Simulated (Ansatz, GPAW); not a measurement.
Given: the input of a run of GPAW 26.7.0 (ASE script) on Ti3Si. Atoms were shifted at random by some hundredths of an Å from the given cell, which wasn't relaxed again for these runs. The cell comes from a database or a generator and needn't be the stable form of this composition.

File run.py:

```python
from ase import Atoms
from ase.dft.bandgap import bandgap
from ase.io import write
from ase.units import GPa
from gpaw import GPAW, PW, setup_paths

setup_paths.insert(0, '.')

atoms = Atoms(['Ti', 'Ti', 'Ti', 'Si'],
              cell=[[0.0, 3.144356, 3.144356],
                    [3.144356, 0.0, 3.144356],
                    [3.144356, 3.144356, 0.0]],
              scaled_positions=[[0.015713, 0.002417, -0.016148],
                                [0.248503, 0.249245, 0.243487],
                                [0.751764, 0.755786, 0.751071],
                                [0.506035, 0.490864, 0.515406]],
              pbc=True)

calc = GPAW(mode=PW(600),
            xc='PBEsol',
            kpts={'size': (7, 7, 7), 'gamma': True},
            occupations={'name': 'fermi-dirac', 'width': 0.05},
            nbands=38,
            convergence={'density': 1e-05, 'energy': 1e-05},
            maxiter=150,
            txt='gpaw.txt')
atoms.calc = calc
energy = atoms.get_potential_energy()
forces = atoms.get_forces()
stress = atoms.get_stress()
calc.write('gs.gpw')
write('result.traj', atoms)
print(f'Energy: {energy:.6f} eV')
print('Forces (eV/A):')
print(forces.round(4))
print('Stress (GPa):', (stress / GPa).round(3))
print('Fermi level:', round(calc.get_fermi_level(), 4), 'eV')
print(f'Gap: {bandgap(calc)[0]:.4f} eV, direct: {bandgap(calc, direct=True)[0]:.4f} eV')
```

Potentials or basis: PAW data sets generated in the run's folder for this functional, pw.

Launch:

```bash
$ gpaw-setup -f PBEsol Si Ti
$ OMP_NUM_THREADS=1 python run.py
```

**Question.** What does the same run look like in Ansatz 0.2.0? Potentials or basis there: all-electron LAPW, scalar-relativistic.

**Answer.** As run (cutoffs and basis follow the program's own potentials, and thresholds, step limits or extra output files can differ):

Contents of input.yaml:

```yaml
crystal:
  lattice:
    - [0.0, 3.144356, 3.144356]
    - [3.144356, 0.0, 3.144356]
    - [3.144356, 3.144356, 0.0]
  atoms:
    - { symbol: Ti, position: [0.015713, 0.002417, -0.016148] }
    - { symbol: Ti, position: [0.248503, 0.249245, 0.243487] }
    - { symbol: Ti, position: [0.751764, 0.755786, 0.751071] }
    - { symbol: Si, position: [0.506035, 0.490864, 0.515406] }
kpoints:
  mp_grid: { grid: [7, 7, 7] }
scf:
  occupations: { method: fermi_dirac, width: 0.05 }
hamiltonian:
  xc: pbesol
  pseudopotentials: { kind: all_electron, lapw: { basis_error: 0.001 } }
output:
  forces: true
  stress: true
  eigenvalues: true
  populations: true
```

Potentials or basis: all-electron LAPW, scalar-relativistic.

Command:

```sh
$ ansatz run input.yaml --threads 2 --pin off --max-ram 8192MiB --backend cpu --events-out ev --progress --plain --runs-dir out
```

Both were run:

|  | GPAW | Ansatz |
| --- | --- | --- |
| Pressure | -4.8 GPa | -4.7 GPa |
| Largest force | 0.516 eV/Å | 0.509 eV/Å |

Where Ansatz's input types no cutoff or centring, it takes its own default and a Γ-centred mesh.

Pressure is positive in compression.
